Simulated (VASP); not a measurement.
# Br (Immm) in VASP: a series of runs

Runs on Br. Level: r2SCAN. Tasks: single point.

Program: VASP 6.6.1. These are calculated values, not measurements. Logs are shortened: lines on timing, memory, paths and dates and some standing lists are left out, and cuts for length are marked.

## (1) Starting point

The structure is orthorhombic, space group Immm (No. 71). Conventional cell: a = 2.574 Å, b = 3.440 Å, c = 7.156 Å, α = 90.00°, β = 90.00°, γ = 90.00°. Br (site symmetry mmm) is surrounded by 2 Br at 2.57 Å.

## (2) Single point, r2SCAN

Contents of INCAR:

```
SYSTEM = Br
PREC = Accurate ; ENCUT = 450
EDIFF = 1E-6 ; ISMEAR = 0
SIGMA = 0.01 ; LREAL = .False.
LASPH = .True. ; NELM = 100
ALGO = Normal ; ISIF = 2
LWAVE = .False. ; LCHARG = .False.
METAGGA = R2SCAN ; LMIXTAU = .True.
NBANDS = 10 ; ADDGRID = .False.
```

Contents of KPOINTS:

```
regular mesh
0
Gamma
  5 5 5
  0 0 0
```

Contents of POSCAR:

```
Br
1.0
   -1.2867684050      1.7199972000      3.5779911600
    1.2867684050     -1.7199972000      3.5779911600
    1.2867684050      1.7199972000     -3.5779911600
Br
1
Direct
    0.0000000000      0.0000000000      0.0000000000
```

Potentials or basis: VASP PAW PBE potentials, release 64 (Br).

Launch:

```console
$ cat potpaw_PBE.64/Br/POTCAR > POTCAR
$ mpirun -np 1 vasp_std > vasp.out
```

OUTCAR:

```text
SYSTEM = Br
   PREC = Accurate
   ENCUT = 450
   EDIFF = 1E-6
   ISMEAR = 0
   LREAL = .False.
   LASPH = .True.
   NELM = 100
   ISIF = 2
   METAGGA = R2SCAN

 Found     27 irreducible k-points:

 Following reciprocal coordinates:
            Coordinates               Weight
  0.000000  0.000000  0.000000      1.000000
  0.200000  0.000000 -0.000000      4.000000
  0.400000 -0.000000  0.000000      4.000000
  0.000000  0.200000  0.000000      4.000000
  0.200000  0.200000  0.000000      8.000000
  0.400000  0.200000  0.000000      8.000000
   k-points           NKPTS =     27   k-points in BZ     NKDIM =     27   number of bands    NBANDS=     10
   number of dos      NEDOS =    301   number of ions     NIONS =      1
   total plane-waves  NPLWV =  27000
   dimension x,y,z NGX =    30 NGY =   30 NGZ =   30
   dimension x,y,z NGXF=    60 NGYF=   60 NGZF=   60
   ions per type =               1
   NGX,Y,Z   is equivalent  to a cutoff of  11.95, 11.95, 11.95 a.u.
   NGXF,Y,Z  is equivalent  to a cutoff of  23.90, 23.90, 23.90 a.u.
 SYSTEM =  Br
   PREC   = accura    normal or accurate (medium, high low for compatibility)
   ISTART =      0    job   : 0-new  1-cont  2-samecut
   ICHARG =      2    charge: 1-file 2-atom 10-const
   ISPIN  =      1    spin polarized calculation?
   LNONCOLLINEAR =      F non collinear calculations
   LSORBIT =      F    spin-orbit coupling
   LASPH  =      T    aspherical Exc in radial PAW
   ENCUT  =  450.0 eV  33.07 Ry    5.75 a.u.   7.22  7.22  7.22*2*pi/ulx,y,z
   NELM   =    100;   NELMIN=  2; NELMDL= -5     # of ELM steps
   EDIFF  = 0.1E-05   stopping-criterion for ELM
   LREAL  =      F    real-space projection
   EDIFFG = 0.1E-04   stopping-criterion for IOM
   NSW    =      0    number of steps for IOM
   IBRION =     -1    ionic relax: 0-MD 1-quasi-New 2-CG
   NFREE  =      0    steps in history (QN), initial steepest desc. (CG)
   ISIF   =      2    stress and relaxation
   ISYM   =      2    0-nonsym 1-usesym 2-fastsym
   POTIM  = 0.5000    time-step for ionic-motion
   TEBEG  =    0.0;   TEEND  =   0.0 temperature during run
   PSTRESS=    0.0 pullay stress
   NELECT =       7.0000    total number of electrons
   NUPDOWN=      -1.0000    fix difference up-down
   EMIN   =  10.00;   EMAX   =-10.00  energy-range for DOS
   EFERMI =   0.00;   METHOD = LEGACY
   ISMEAR =     0;   SIGMA  =   0.01  broadening in eV -4-tet -1-fermi 0-gaus
   EFERMI_NEDOS =   21; number of points for ismear=-14 and -15
   IALGO  =     38    algorithm
   IMIX   =      4    mixing-type and parameters
     AMIX     =   0.40;   BMIX     =  1.00
     AMIX_MAG =   1.60;   BMIX_MAG =  1.00
  volume/ion in A,a.u.               =      31.68       213.76
  Fermi-wavevector in a.u.,A,eV,Ry     =   0.989764  1.870383 13.328717  0.979633
  Thomas-Fermi vector in A             =   2.121386
   LORBIT       =      0    0 simple, 1 ext, 2 COOP (PROOUT), +10 PAW based schemes
   METAGGA = R2SCAN    functional components
   LHFCALC =     F    Hartree Fock is set to
   AEXX    =    0.0000 exact exchange contribution
   IVDW    =     0    specifies the selected vdW correction
   LEPSILON=     F    determine dielectric tensor
   LRPA    =     F    only Hartree local field effects (RPA)
 non-spin polarized calculation
 Gauss-broadening in eV      SIGMA  =   0.01
  energy-cutoff  :      450.00
  volume of cell :       31.68
 maximum number of plane-waves:       697
 NGX is ok and might be reduce to    30
   NGX = 15   NGY = 15   NGZ = 15

 number of electron       7.0000000 magnetization

 Free energy of the ion-electron system (eV)
  ---------------------------------------------------
  ext. energy  EPLUGINS =         0.00000000
  ---------------------------------------------------
  free energy    TOTEN  =       -12.75962884 eV

  energy without entropy =      -12.75927220  energy(sigma->0) =      -12.75945052

 E-fermi :  -0.4109     XC(G=0):  -8.6338

 val. band max:       -0.4119950264   @ k =   0.2000   0.2000   0.0000
 cond. band min:      -0.3692065711   @ k =  -0.2000   0.2000   0.0000
 fundamental gap:      0.0427884553
 Fermi energy:        -0.4108826704

 k-point     1 :       0.0000    0.0000    0.0000
  band No.  band energies     occupation
      1     -16.5905      2.00000
      2      -2.1662      2.00000
      3      -1.3655      2.00000
      4       3.9942      0.00000
      5       5.8359      0.00000
      6       9.8530      0.00000
      7      12.6309      0.00000
      8      13.6366      0.00000
      9      15.2132      0.00000
     10      20.8726      0.00000

 k-point     2 :       0.2000    0.0000   -0.0000
  band No.  band energies     occupation
      1     -16.4314      2.00000
      2      -2.7090      2.00000
      3      -2.2286      2.00000
      4       4.0472      0.00000
      5       7.1373      0.00000
      6      10.1873      0.00000
      7      11.8589      0.00000
      8      13.7669      0.00000
      9      19.4990      0.00000
     10      21.2998      0.00000

 k-point     3 :       0.4000   -0.0000    0.0000
  band No.  band energies     occupation
      1     -16.1522      2.00000
      2      -4.1910      2.00000
      3      -2.4767      2.00000
      4       4.1358      0.00000
      5       7.0559      0.00000
      6      11.9114      0.00000
      7      13.9040      0.00000
      8      15.5561      0.00000
      9      18.7928      0.00000
     10      20.7848      0.00000

 k-point     4 :       0.0000    0.2000    0.0000
  band No.  band energies     occupation
      1     -15.8073      2.00000
      2      -1.7794      2.00000
      3      -0.7850      2.00000
      4      -0.4732      2.00000
      5       7.1021      0.00000
      6      10.5197      0.00000
      7      13.6983      0.00000
      8      14.1127      0.00000
      9      16.7186      0.00000
     10      17.5748      0.00000

 k-point     5 :       0.2000    0.2000    0.0000
  band No.  band energies     occupation
      1     -15.6283      2.00000
      2      -2.3485      2.00000
      3      -1.7455      2.00000
      4      -0.4120      1.12500
      5       8.5488      0.00000
      6      10.9421      0.00000
      7      13.3754      0.00000
      8      14.9329      0.00000
      9      16.2385      0.00000
     10      19.2702      0.00000

 k-point     6 :       0.4000    0.2000    0.0000
  band No.  band energies     occupation
      1     -15.3733      2.00000
      2      -3.5062      2.00000
      3      -2.0219      2.00000
      4      -0.2655      0.00000
      5       8.1751      0.00000
      6      12.2144      0.00000
      7      14.3023      0.00000
      8      16.0149      0.00000
      9      17.5316      0.00000
     10      18.5693      0.00000

 [... further k-points ...]

------------------------ aborting loop because EDIFF is reached ----------------------------------------

  FORCE on cell =-STRESS in cart. coord.  units (eV):
  Direction    XX          YY          ZZ          XY          YZ          ZX
  --------------------------------------------------------------------------------------
  -------------------------------------------------------------------------------------
  Total        1.0196391     -0.0858858     -0.0392322      0.0000000      0.0000000      0.0000000
  in kB       51.5738642     -4.3441487     -1.9843842      0.0000000      0.0000000      0.0000000
  external PRESSURE =      15.0817771 kB  Pullay stress =       0.0000000 kB

 VOLUME and BASIS-vectors are now :
 -----------------------------------------------------------------------------
  energy-cutoff  :      450.00
  volume of cell :       31.68
      direct lattice vectors                 reciprocal lattice vectors
    -1.286768405  1.719997200  3.577991160     0.000000000  0.290698148  0.139743218
     1.286768405 -1.719997200  3.577991160     0.388570312  0.000000000  0.139743218
     1.286768405  1.719997200 -3.577991160     0.388570312  0.290698148  0.000000000

 POSITION                                       TOTAL-FORCE (eV/Angst)
 -----------------------------------------------------------------------------------
      0.00000      0.00000      0.00000         0.000000     -0.000000     -0.000000
 -----------------------------------------------------------------------------------
    total drift:                               -0.000000      0.000000     -0.000000

  FREE ENERGIE OF THE ION-ELECTRON SYSTEM (eV)
  ---------------------------------------------------
  free  energy   TOTEN  =       -12.7596288446 eV

  energy  without entropy=      -12.7592722031  energy(sigma->0) =      -12.75945052
```

Run time: 68 s. Hardware: 1 thread of Intel Xeon Platinum 8375C at 2.90GHz (Ice Lake), shared host; peak memory 0.16 GiB.

The run converged, but some of its settings lie outside the range that counts as converged, so its numbers aren't taken as properties of the crystal.

What came out:

```
Free energy            : -12.7596 eV
Pressure               : 1.5 GPa
Band gap on the k mesh : none (metal or under the smearing width)
```

Caveat: the k mesh is coarse (spacing up to 0.61 Å⁻¹), so the values aren't converged; the PAW data sets were made with another functional, which shifts forces and pressure a little; an odd number of electrons without spin polarisation forces a metal; a magnetic or distorted state may lie lower.

## (3) Single point, r2SCAN

Contents of INCAR:

```
SYSTEM = Br
PREC = Low ; ENCUT = 450
EDIFF = 1E-6 ; ISMEAR = 0
SIGMA = 0.05 ; LREAL = .False.
LASPH = .True. ; NELM = 100
ALGO = Normal ; ISIF = 2
LWAVE = .False. ; LCHARG = .False.
METAGGA = R2SCAN ; LMIXTAU = .True.
NBANDS = 10 ; ADDGRID = .False.
```

KPOINTS is that of step 2.

POSCAR is that of step 2.

Potentials or basis: VASP PAW PBE potentials, release 64 (Br).

Launch:

```console
$ cat potpaw_PBE.64/Br/POTCAR > POTCAR
$ mpirun -np 1 vasp_std > vasp.out
```

Wall time 16 s (1 thread of Intel Xeon Platinum 8375C at 2.90GHz (Ice Lake), shared host); peak memory 0.11 GiB.

The run converged, but some of its settings lie outside the range that counts as converged, so its numbers aren't taken as properties of the crystal.

What came out:

| Item | Value |
| --- | --- |
| Free energy | -12.7619 eV |
| Pressure | 1.6 GPa |
| Band gap on the k mesh | none (metal or under the smearing width) |

Caveat: the k mesh is coarse (spacing up to 0.61 Å⁻¹), so the values aren't converged; the PAW data sets were made with another functional, which shifts forces and pressure a little; an odd number of electrons without spin polarisation forces a metal; a magnetic or distorted state may lie lower.

## (4) Single point, r2SCAN

Changes to INCAR since step 3:

```diff
@@ -1,3 +1,3 @@
 SYSTEM = Br
-PREC = Low ; ENCUT = 450
+PREC = Normal ; ENCUT = 450
 EDIFF = 1E-6 ; ISMEAR = 0
```

KPOINTS is that of step 3.

POSCAR is that of step 3.

Potentials or basis: VASP PAW PBE potentials, release 64 (Br).

Launch:

```console
$ cat potpaw_PBE.64/Br/POTCAR > POTCAR
$ mpirun -np 1 vasp_std > vasp.out
```

OUTCAR:

```text
SYSTEM = Br
   PREC = Normal
   ENCUT = 450
   EDIFF = 1E-6
   ISMEAR = 0
   LREAL = .False.
   LASPH = .True.
   NELM = 100
   ISIF = 2
   METAGGA = R2SCAN

 Found     27 irreducible k-points:

 Following reciprocal coordinates:
            Coordinates               Weight
  0.000000  0.000000  0.000000      1.000000
  0.200000  0.000000 -0.000000      4.000000
  0.400000 -0.000000  0.000000      4.000000
  0.000000  0.200000  0.000000      4.000000
  0.200000  0.200000  0.000000      8.000000
[... 151 lines left out ...]
     10      18.5709      0.00000

 [... further k-points ...]

------------------------ aborting loop because EDIFF is reached ----------------------------------------

  FORCE on cell =-STRESS in cart. coord.  units (eV):
  Direction    XX          YY          ZZ          XY          YZ          ZX
  --------------------------------------------------------------------------------------
  -------------------------------------------------------------------------------------
  Total        1.0740095     -0.0976397     -0.0439397      0.0000000      0.0000000      0.0000000
  in kB       54.3239459     -4.9386641     -2.2224911      0.0000000      0.0000000      0.0000000
  external PRESSURE =      15.7209302 kB  Pullay stress =       0.0000000 kB

 VOLUME and BASIS-vectors are now :
 -----------------------------------------------------------------------------
  energy-cutoff  :      450.00
  volume of cell :       31.68
      direct lattice vectors                 reciprocal lattice vectors
    -1.286768405  1.719997200  3.577991160     0.000000000  0.290698148  0.139743218
     1.286768405 -1.719997200  3.577991160     0.388570312  0.000000000  0.139743218
     1.286768405  1.719997200 -3.577991160     0.388570312  0.290698148  0.000000000

 POSITION                                       TOTAL-FORCE (eV/Angst)
 -----------------------------------------------------------------------------------
      0.00000      0.00000      0.00000        -0.000000     -0.000000     -0.000000
 -----------------------------------------------------------------------------------
    total drift:                                0.000000      0.000000      0.000000

  FREE ENERGIE OF THE ION-ELECTRON SYSTEM (eV)
  ---------------------------------------------------
  free  energy   TOTEN  =       -12.7614926785 eV

  energy  without entropy=      -12.7582908435  energy(sigma->0) =      -12.75989176
```

Run time: 17 s. Hardware: 1 thread of Intel Xeon Platinum 8375C at 2.90GHz (Ice Lake), shared host; peak memory 0.14 GiB.

The run converged, but some of its settings lie outside the range that counts as converged, so its numbers aren't taken as properties of the crystal.

Results:

```yaml
Free_energy: -12.7615 eV
Pressure: 1.6 GPa
Band_gap_on_the_k_mesh: none (metal or under the smearing width)
```

Caveat: the k mesh is coarse (spacing up to 0.61 Å⁻¹), so the values aren't converged; the PAW data sets were made with another functional, which shifts forces and pressure a little; an odd number of electrons without spin polarisation forces a metal; a magnetic or distorted state may lie lower.

## (5) Single point, r2SCAN

Contents of INCAR:

```
SYSTEM = Br
PREC = Accurate ; ENCUT = 450
EDIFF = 1E-6 ; ISMEAR = 0
SIGMA = 0.05 ; LREAL = Auto
LASPH = .True. ; NELM = 100
ALGO = Normal ; ISIF = 2
LWAVE = .False. ; LCHARG = .False.
METAGGA = R2SCAN ; LMIXTAU = .True.
NBANDS = 10 ; ADDGRID = .False.
```

KPOINTS is that of step 4.

POSCAR is that of step 4.

Launch:

```console
$ cat potpaw_PBE.64/Br/POTCAR > POTCAR
$ mpirun -np 1 vasp_std > vasp.out
```

It took 50 s on 1 thread of Intel Xeon Platinum 8375C at 2.90GHz (Ice Lake), shared host; peak memory 0.16 GiB.

The run converged, but some of its settings lie outside the range that counts as converged, so its numbers aren't taken as properties of the crystal.

What came out:

```
Free energy            : -12.7615 eV
Pressure               : 1.6 GPa
Band gap on the k mesh : none (metal or under the smearing width)
```

Caveat: the k mesh is coarse (spacing up to 0.61 Å⁻¹), so the values aren't converged; the PAW data sets were made with another functional, which shifts forces and pressure a little; an odd number of electrons without spin polarisation forces a metal; a magnetic or distorted state may lie lower.
